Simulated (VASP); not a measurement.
# AlN (P6_3mc) in VASP: a series of runs

The runs below take AlN through single point, relaxation of cell and atoms, with PBE+D4.

All numbers are computed with VASP 6.6.1; they aren't measurements. Logs are shortened: lines on timing, memory, paths and dates and some standing lists are left out, and cuts for length are marked.

**Experimental background.**

“Self-assembly of well-separated AlN nanowires directly on sputtered metallic TiN films”, 2019, arxiv:1910.07391 quotes, for a bulk crystal of AlN at 10 K: band gap 6.034 eV (an exciton energy, a little under the gap).

How close the calculation comes is told below.

### 1 The structure

It takes space group P6_3mc (No. 186, hexagonal). The conventional cell has a = 3.107 Å, b = 3.107 Å, c = 4.974 Å, α = 90.00°, β = 90.00°, γ = 120.00°. Around Al (site symmetry 3m) lie 4 N at 1.89 to 1.90 Å. N (site symmetry 3m) is surrounded by 4 Al at 1.89 to 1.90 Å.

### 2 Single point, PBE+D4

INCAR reads:

```
PREC = Accurate ; ENCUT = 520
EDIFF = 1E-6 ; ISMEAR = 0
SIGMA = 0.01 ; LREAL = F
LASPH = T ; NELM = 100
ALGO = Normal ; ISIF = 2
LWAVE = F ; LCHARG = F
GGA = PE ; IVDW = 13
NBANDS = 16
```

KPOINTS reads:

```
regular mesh
0
Gamma
  6 6 4
```

POSCAR reads:

```
AlN
1.0
    3.1073677040      0.0000000000      0.0000000000
   -1.5536838520      2.6910593705      0.0000000000
    0.0000000000      0.0000000000      4.9739650950
Al N
2 2
Direct
    0.3333333333      0.6666666667     -0.0009821682
    0.6666666667      0.3333333333      0.4990178318
    0.3333333333      0.6666666667      0.3809821682
    0.6666666667      0.3333333333      0.8809821682
```

Potentials or basis: VASP PAW PBE potentials, release 64 (Al, N).

Started as:

```sh
cat potpaw_PBE.64/Al/POTCAR potpaw_PBE.64/N/POTCAR > POTCAR
mpirun -np 1 vasp_std > vasp.out
```

OUTCAR:

```text
PREC = Accurate
   ENCUT = 520
   EDIFF = 1E-6
   ISMEAR = 0
   LREAL = F
   LASPH = T
   NELM = 100
   ISIF = 2
   GGA = PE
   IVDW = 13

 ion  position               nearest neighbor table
   1  0.333  0.667  0.999-   4 1.89   4 1.89   4 1.89   3 1.90   2 3.07   2 3.07   2 3.07   2 3.07
                             2 3.07   2 3.07
   2  0.667  0.333  0.499-   3 1.89   3 1.89   3 1.89   4 1.90   1 3.07   1 3.07   1 3.07   1 3.07
                             1 3.07   1 3.07
   3  0.333  0.667  0.381-   2 1.89   2 1.89   2 1.89   1 1.90
   4  0.667  0.333  0.881-   1 1.89   1 1.89   1 1.89   2 1.90

  LATTYP: Found a hexagonal cell.
 ALAT       =     3.1073677040
 C/A-ratio  =     1.6007005185

  Lattice vectors:

 A1 = (   3.1073677040,   0.0000000000,   0.0000000000)
 A2 = (  -1.5536838520,   2.6910593705,   0.0000000000)
 A3 = (   0.0000000000,   0.0000000000,   4.9739650950)

Analysis of symmetry for initial positions (statically):
=====================================================================
 Subroutine PRICEL returns:
 Original cell was already a primitive cell.

 Routine SETGRP: Setting up the symmetry group for a
 hexagonal supercell.

 Subroutine GETGRP returns: Found 12 space group operations
 (whereof  6 operations were pure point group operations)
 out of a pool of 24 trial point group operations.

The static configuration has the point symmetry C_3v.
 The point group associated with its full space group is C_6v.

Analysis of symmetry for dynamics (positions and initial velocities):
=====================================================================
 Subroutine PRICEL returns:
 Original cell was already a primitive cell.

 Routine SETGRP: Setting up the symmetry group for a
 hexagonal supercell.

 Subroutine GETGRP returns: Found 12 space group operations
 (whereof  6 operations were pure point group operations)
 out of a pool of 24 trial point group operations.

The dynamic configuration has the point symmetry C_3v.
 The point group associated with its full space group is C_6v.

 Subroutine INISYM returns: Found 12 space group operations
 (whereof  6 operations are pure point group operations),
 and found     1 'primitive' translations

----------------------------------------------------------------------------------------

                                     Primitive cell

[... 91 lines left out ...]
   LREAL  =      F    real-space projection
   EDIFFG = 0.1E-04   stopping-criterion for IOM
   NSW    =      0    number of steps for IOM
   IBRION =     -1    ionic relax: 0-MD 1-quasi-New 2-CG
   NFREE  =      0    steps in history (QN), initial steepest desc. (CG)
   ISIF   =      2    stress and relaxation
   ISYM   =      2    0-nonsym 1-usesym 2-fastsym
   POTIM  = 0.5000    time-step for ionic-motion
   TEBEG  =    0.0;   TEEND  =   0.0 temperature during run
   PSTRESS=    0.0 pullay stress
   NELECT =      16.0000    total number of electrons
   NUPDOWN=      -1.0000    fix difference up-down
   EMIN   =  10.00;   EMAX   =-10.00  energy-range for DOS
   EFERMI =   0.00;   METHOD = LEGACY
   ISMEAR =     0;   SIGMA  =   0.01  broadening in eV -4-tet -1-fermi 0-gaus
   EFERMI_NEDOS =   21; number of points for ismear=-14 and -15
   IALGO  =     38    algorithm
   IMIX   =      4    mixing-type and parameters
     AMIX     =   0.40;   BMIX     =  1.00
     AMIX_MAG =   1.60;   BMIX_MAG =  1.00
  volume/ion in A,a.u.               =      10.40        70.17
  Fermi-wavevector in a.u.,A,eV,Ry     =   1.190626  2.249956 19.287479  1.417590
  Thomas-Fermi vector in A             =   2.326706
   LORBIT       =      0    0 simple, 1 ext, 2 COOP (PROOUT), +10 PAW based schemes
   GGA     = PE    functional components
   LHFCALC =     F    Hartree Fock is set to
   AEXX    =    0.0000 exact exchange contribution
   IVDW    =    13    specifies the selected vdW correction
   LEPSILON=     F    determine dielectric tensor
   LRPA    =     F    only Hartree local field effects (RPA)
 non-spin polarized calculation
 Gauss-broadening in eV      SIGMA  =   0.01
  energy-cutoff  :      520.00
  volume of cell :       41.59
 maximum number of plane-waves:      1134
 NGX is ok and might be reduce to    24
   NGX = 11   NGY = 11   NGZ = 19

 number of electron      15.9999996 magnetization

 Free energy of the ion-electron system (eV)
  ---------------------------------------------------
  ext. energy  EPLUGINS =         0.00000000
  ---------------------------------------------------
  free energy    TOTEN  =       -29.76596554 eV

  energy without entropy =      -29.76596554  energy(sigma->0) =      -29.76596554

 E-fermi :   6.2497     XC(G=0): -10.9285

 val. band max:        6.2009750454   @ k =   0.0000   0.0000   0.0000
 cond. band min:      10.4403463863   @ k =   0.0000   0.0000   0.0000
 fundamental gap:      4.2393713409
 Fermi energy:         6.2496655337

 k-point     1 :       0.0000    0.0000    0.0000
  band No.  band energies     occupation
      1      -9.0187      2.00000
      2      -6.8578      2.00000
      3       0.1848      2.00000
      4       5.3247      2.00000
      5       5.3247      2.00000
      6       5.9770      2.00000
[... 376 lines left out ...]
      3       1.3457      2.00000
      4       1.3457      2.00000
      5       2.3173      2.00000
      6       2.3173      2.00000
[... 8 lines left out ...]
     15      20.0435      0.00000
     16      20.0435      0.00000

------------------------ aborting loop because EDIFF is reached ----------------------------------------

  DFT-D4 for vdW energy calculation

  Edisp (eV):   -1.23165

  FORCE on cell =-STRESS in cart. coord.  units (eV):
  Direction    XX          YY          ZZ          XY          YZ          ZX
  --------------------------------------------------------------------------------------
  -------------------------------------------------------------------------------------
  Total      -0.07224    -0.07224    -0.04840     0.00000     0.00000    -0.00000
  in kB      -2.78287    -2.78287    -1.86436     0.00000     0.00000    -0.00000
  external pressure =       -2.48 kB  Pullay stress =        0.00 kB

 VOLUME and BASIS-vectors are now :
 -----------------------------------------------------------------------------
  energy-cutoff  :      520.00
  volume of cell :       41.59
      direct lattice vectors                 reciprocal lattice vectors
     3.107367704  0.000000000  0.000000000     0.321815792  0.185800434  0.000000000
    -1.553683852  2.691059371  0.000000000     0.000000000  0.371600869  0.000000000
     0.000000000  0.000000000  4.973965095     0.000000000  0.000000000  0.201046847

 POSITION                                       TOTAL-FORCE (eV/Angst)
 -----------------------------------------------------------------------------------
     -0.00000      1.79404      4.96908         0.000000      0.000000      0.000074
      1.55368      0.89702      2.48210        -0.000000     -0.000000      0.000074
     -0.00000      1.79404      1.89499         0.000000      0.000000     -0.000074
      1.55368      0.89702      4.38197        -0.000000      0.000000     -0.000074
 -----------------------------------------------------------------------------------
    total drift:                               -0.000000      0.000000     -0.000490

  FREE ENERGIE OF THE ION-ELECTRON SYSTEM (eV)
  ---------------------------------------------------
  free  energy   TOTEN  =       -30.9976143259 eV

  energy  without entropy=      -30.9976143259  energy(sigma->0) =      -30.99761433
```

OSZICAR:

```text
N       E                     dE             d eps       ncg     rms          rms(c)
DAV:   1     0.396026851776E+02    0.39603E+02   -0.72733E+03   672   0.892E+02
DAV:   2    -0.311349685218E+02   -0.70738E+02   -0.65122E+02   944   0.185E+02
DAV:   3    -0.345110263507E+02   -0.33761E+01   -0.33663E+01   864   0.416E+01
DAV:   4    -0.345311982908E+02   -0.20172E-01   -0.20171E-01   792   0.368E+00
DAV:   5    -0.345314552631E+02   -0.25697E-03   -0.25697E-03   856   0.414E-01    0.122E+01
DAV:   6    -0.297542033544E+02    0.47773E+01   -0.10663E+01   792   0.237E+01    0.417E+00
DAV:   7    -0.297777062501E+02   -0.23503E-01   -0.68934E-01   720   0.584E+00    0.296E+00
DAV:   8    -0.297704378127E+02    0.72684E-02   -0.60122E-02   744   0.225E+00    0.587E-01
DAV:   9    -0.297654142814E+02    0.50235E-02   -0.12267E-02   880   0.818E-01    0.245E-01
DAV:  10    -0.297660476286E+02   -0.63335E-03   -0.23703E-03   696   0.301E-01    0.132E-01
DAV:  11    -0.297659625388E+02    0.85090E-04   -0.18507E-04   800   0.104E-01    0.327E-02
DAV:  12    -0.297659657425E+02   -0.32037E-05   -0.12118E-05   768   0.277E-02    0.742E-03
DAV:  13    -0.297659655356E+02    0.20691E-06   -0.44634E-06   768   0.163E-02
   1 F= -.30997614E+02 E0= -.30997614E+02  d E =-.198138E-14
```

Run time: 13 s. Hardware: 1 thread of AMD EPYC 7R13 (Zen 3), shared host; peak memory 0.12 GiB.

Results:

- Free energy: -30.9976 eV
- Pressure: -0.2 GPa
- Band gap on the k mesh: 4.24 eV, direct
- Dispersion energy per atom: -0.308 eV

Stress tensor (GPa, compression positive):
```
-0.28  0.00  0.00
 0.00 -0.28  0.00
 0.00  0.00 -0.19
```

Levels at points of the mesh, in eV from the valence-band top:
| k point | band 5 | band 6 | band 7 | band 8 | band 9 | band 10 | band 11 | band 12 |
| --- | --- | --- | --- | --- | --- | --- | --- | --- |
| (0.00, 0.00, 0.00) | -0.88 | -0.22 | -0.22 | 0.00 | 4.24 | 6.69 | 10.65 | 11.17 |
| (0.50, 0.00, 0.00) | -3.36 | -2.11 | -1.78 | -0.70 | 5.81 | 5.82 | 8.21 | 10.30 |
| (0.00, 0.00, 0.50) | -0.56 | -0.56 | -0.56 | -0.56 | 6.50 | 6.50 | 10.35 | 10.35 |
| (0.50, 0.00, 0.50) | -1.48 | -1.48 | -1.37 | -1.37 | 5.32 | 5.32 | 9.28 | 9.28 |

(Part 1 of 2 ends here.)
